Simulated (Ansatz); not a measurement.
Method: DFT, revPBE, plane waves (420 eV) with PAW, scalar-relativistic in Ansatz. (PAW data from PBE, frozen cores regenerated.)

An element in the hcp structure gives this curve. The cell is scaled uniformly from the relaxed one, with fractional coordinates and shape fixed. Energies are extrapolated to zero smearing, pressures are those at the given smearing. Magnetic state: spin not included.

```
V (Å³/atom)  E − E₀ (meV/atom)  P (GPa)
     34.709               15.0     1.14
     36.287                6.3     0.69
     37.865                1.5     0.32
     39.443                0.0     0.02
     41.020                1.3    -0.23
     42.598                4.8    -0.44
     44.176               10.2    -0.62
```

Which element is it?
A. ytterbium
B. holmium
C. sodium
D. terbium

C. Its fit is V₀ = 39.46 Å³/atom, B₀ = 6.9 GPa, B₀′ = 3.7.
